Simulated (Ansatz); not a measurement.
All numbers below come from DFT PBE, scalar-relativistic, plane waves, PAW in Ansatz. All cells share a 420 eV cutoff and Γ-centred k meshes spaced at most about 0.3 Å⁻¹ (about 0.25 or finer for metals, 2π included). No spin polarisation.

These are static total energies at zero pressure.

Question: Order these relaxed structures of Cs₃Cl₂ by energy, lowest first, with the energy over the lowest of them.
A.

Space group P-62m (No. 189). a = 8.722 Å, b = 8.722 Å, c = 4.490 Å, α = 90.00°, β = 90.00°, γ = 120.00°
| atom | site | symmetry | x | y | z |
| --- | --- | --- | --- | --- | --- |
| Cs | 3g | m2m | 0.3766 | 0.3766 | 0.5000 |
| Cl | 2c | -6.. | 0.3333 | 0.6667 | 0.0000 |

B.

Space group Pm-3m (No. 221). a = 6.788 Å, b = 6.788 Å, c = 6.788 Å, α = 90.00°, β = 90.00°, γ = 90.00°
```
atom  site  symmetry       x       y       z
  Cs    3c    4/mm.m  0.0000  0.5000  0.5000
  Cl    1a      m-3m  0.0000  0.0000  0.0000
  Cl    1b      m-3m  0.5000  0.5000  0.5000
```

C.

Space group P-3m1 (No. 164). a = 6.155 Å, b = 6.155 Å, c = 7.181 Å, α = 90.00°, β = 90.00°, γ = 120.00°
```json
{"atom": "Cs", "site": "1a", "symmetry": "-3m.", "x": "0.0000", "y": "0.0000", "z": "0.0000"}
{"atom": "Cs", "site": "2d", "symmetry": "3m.", "x": "0.3333", "y": "0.6667", "z": "0.6762"}
{"atom": "Cl", "site": "2d", "symmetry": "3m.", "x": "0.3333", "y": "0.6667", "z": "0.1700"}
```

Answer: A (0 meV/atom), C (67 meV/atom), B (237 meV/atom). Counting Cl atoms around Cs (those within 1.25 times the shortest such distance or 1.15 times the sum of covalent radii; a slash parts the counts of unlike sites): A has Cs 4; C has Cs 5/6; B has Cs 2. All come from invented guesses. The lowest form computed isn't among them: it has the anti-tetradymite type, space group R-3m (No. 166), 57.4 Å³/atom and lies 42 meV/atom below the best shown.

In P-62m, P-3m1, Pm-3m an odd number of electrons in the primitive cell allows no gap without spin; a larger cell or a magnetic state could open one. A magnetic state wasn't ruled out in cells without spin, among them P-62m, P-3m1, Pm-3m. Cells relaxed within their symmetry can be saddle points. Some structure types and database cells were kept out of the candidates from the start, so a known form may be missing.
